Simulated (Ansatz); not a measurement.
HfO2 at several levels of theory

One geometry, relaxed with PBE, and single points on it; plane waves with PAW potentials in Ansatz, scalar-relativistic unless the row names spin-orbit coupling. No spin polarisation. Meshes are on the primitive cell of 3 atoms. Gaps are the least over mesh and band path; pressure is positive in compression. Smearing is Gaussian, 0.02 eV.

```
CELL_PARAMETERS angstrom
0.00000 2.54881 2.54881
2.54881 0.00000 2.54881
2.54881 2.54881 0.00000
ATOMIC_POSITIONS crystal
Hf 0.00000 0.00000 0.00000
O 0.25000 0.25000 0.25000
O 0.75000 0.75000 0.75000
```

```
level cutoff (eV) k mesh gap (eV) pressure (GPa) rough cost with bands (core-min)
  PBE          420   8×8×8      3.75             0.0                              0.26
```

Q: What do r2SCAN, PBE with spin-orbit coupling, PBEsol give on the same cell?

A:
```tsv
level	cutoff (eV)	k mesh	gap (eV)	pressure (GPa)	rough cost with bands (core-min)
r2SCAN	500	8×8×8	4.24	-6.0	0.4
PBE with spin-orbit coupling	420	8×8×8	3.75	-0.2	0.4
PBEsol	420	8×8×8	3.61	-7.9	0.27
```

Spin-orbit coupling is left out except in a row that names it, which matters for the bands of heavy elements.

This fluorite-type form isn't the usual stable structure of the compound.